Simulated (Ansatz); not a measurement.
# BN: equation of state with PBE

Crystal: BN.

```
N B
1.0
     1.25112    0.72234    3.37293
    -1.25112    0.72234    3.37293
     0.00000   -1.44467    3.37293
N B
1 1
Direct
  0.66724 0.66724 0.66724
  0.00033 0.00033 0.00033
```

The cell is a database's computed one.

- Program: Ansatz 0.2.0
- Task: equation of state
- Functional: PBE
- Potentials or basis: Ansatz PAW
- Cutoff: 420 eV
- Density cutoff: 1680 eV
- k mesh: 12 × 12 × 12
- Occupations: fermi-dirac, width 0.05 eV
- Spin: no spin polarisation

- Equilibrium volume: 9.28 Å³/atom
- Bulk modulus at fixed shape and positions: 233 GPa
- Pressure derivative of the bulk modulus: 3.6

Energy against volume, from the lowest point:
```
volume (Å³/atom)  energy (meV/atom)
           8.596              41.21
           8.779              21.39
           8.962               8.30
           9.145               1.35
           9.328               0.00
           9.510               3.76
           9.693              12.22
```

All runs of the series together: 14 s on 2 threads of Arm Neoverse V2, on a shared host.

Caveat: the cell was scaled at fixed shape and fractional positions, which overstates the stiffness of a crystal with free parameters, most of all of layers and chains.
